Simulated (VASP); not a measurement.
A run of VASP 6.6.1:

INCAR

```
PREC = Accurate ; ENCUT = 520
EDIFF = 1E-6 ; ISMEAR = 0
SIGMA = 0.03 ; LREAL = False
LASPH = True ; NELM = 150
ALGO = Normal ; ISIF = 2
LWAVE = False ; LCHARG = False
METAGGA = R2SCAN ; LMIXTAU = True
```

Contents of KPOINTS:

```
Automatic mesh
0
Gamma
  7 7 7
```

File POSCAR:

```
BeTe                                    
1.0
    0.0000000000      2.8342600870      2.8342600870
    2.8342600870      0.0000000000      2.8342600870
    2.8342600870      2.8342600870      0.0000000000
  Be              Te            
     1     1
Direct
     0.0000000000000000    0.0000000000000000    0.0000000000000000
     0.2500000000000000    0.2500000000000000    0.2500000000000000
```

Potentials or basis: VASP PAW PBE potentials, release 64 (Be, Te).

Run with:

```sh
$ cat potpaw_PBE.64/Be/POTCAR potpaw_PBE.64/Te/POTCAR > POTCAR
$ mpirun -np 1 vasp_std > vasp.out
```

Hardware: 1 thread of Intel(R) Xeon(R) Platinum 8259CL CPU @ 2.50GHz (Skylake/Cascade Lake), on a shared host.

Task: Estimate the wall time of this run.

Result: Run time: 43 s on 1 thread of Intel(R) Xeon(R) Platinum 8259CL CPU @ 2.50GHz (Skylake/Cascade Lake), on a shared host, peak memory 0.17 GiB. Counts: scf iterations 18, k points 20.
